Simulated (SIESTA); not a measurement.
Crystal: Au.

```
CELL_PARAMETERS angstrom
2.90000 0.00000 0.00000
-1.45000 2.51147 0.00000
0.00000 0.00000 4.88000
ATOMIC_POSITIONS crystal
Au 0.66667 0.33333 0.25000
Au 0.33333 0.66667 0.75000
```

This isn't the form of Au at room conditions, which is fcc.

* Program: SIESTA 5.4.2
* Task: single point
* Functional: PBE
* Potentials or basis: PseudoDojo 0.4 standard (PBE files)
* Basis: DZP (energy shift 0.003 Ry; two zetas on semicore shells)
* Grid cutoff: 800 Ry
* Energy shift: 0.003 Ry
* k mesh: 11 × 11 × 6
* Occupations: fermi-dirac, width 0.05 eV
* Spin: no spin polarisation

On this cell: pressure 3.2 GPa; largest force under 0.003 eV/Å; band gap on the k mesh none (metal or under the smearing width).

The same run follows on a disturbed copy (atoms moved at random, drawn with an rms of 0.05 Å):

```
Au
1.0
     2.90000    0.00000    0.00000
    -1.45000    2.51147    0.00000
     0.00000    0.00000    4.88000
Au
2
Direct
  0.68819 0.35203 0.25122
  0.32218 0.66326 0.75447
```

Question: What does the disturbed cell give?

Answer: The energy (extrapolated to zero smearing) moves by +1.6 meV/atom; pressure 3.3 GPa; largest force 0.138 eV/Å; band gap on the k mesh none (metal or under the smearing width).

Forces in eV/Å, atoms in the order of the input:
```
Au  -0.047 -0.031  0.126
Au   0.047  0.030 -0.126
```

Stress tensor (GPa, compression positive):
```
 4.19  0.34 -0.07
 0.34  3.60 -0.04
-0.07 -0.04  2.11
```

Caveats: short orbitals over semicore shells can move pressures by several GPa; the basis of atomic orbitals isn't converged, which shifts pressures, moduli and gaps.
